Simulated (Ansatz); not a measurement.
Crystal: Ca.

```
Ca
1.0
     0.00000    2.79420    2.79420
     2.79420    0.00000    2.79420
     2.79420    2.79420    0.00000
Ca
1
Direct
  0.00000 0.00000 0.00000
```

Base run:

| Quantity | Value |
| --- | --- |
| Program | Ansatz 0.2.0 |
| Functional | PBEsol |
| Potentials or basis | all-electron LAPW, scalar-relativistic |
| Cutoff | 79 eV |
| Density cutoff | 317 eV |
| Basis error allowed | 0.001 eV/atom |
| k mesh | 8 × 8 × 8 |
| Occupations | gaussian, width 0.1 eV |
| Spin | no spin polarisation |

Its results: pressure -1.2 GPa.

Q: The run is repeated on the same cell with these changes: functional from PBEsol to LDA; occupations from gaussian, width 0.1 eV to fermi-dirac, width 0.05 eV. What comes out?

A: Pressure -2.1 GPa.

Not every run made on this cell is shown here.
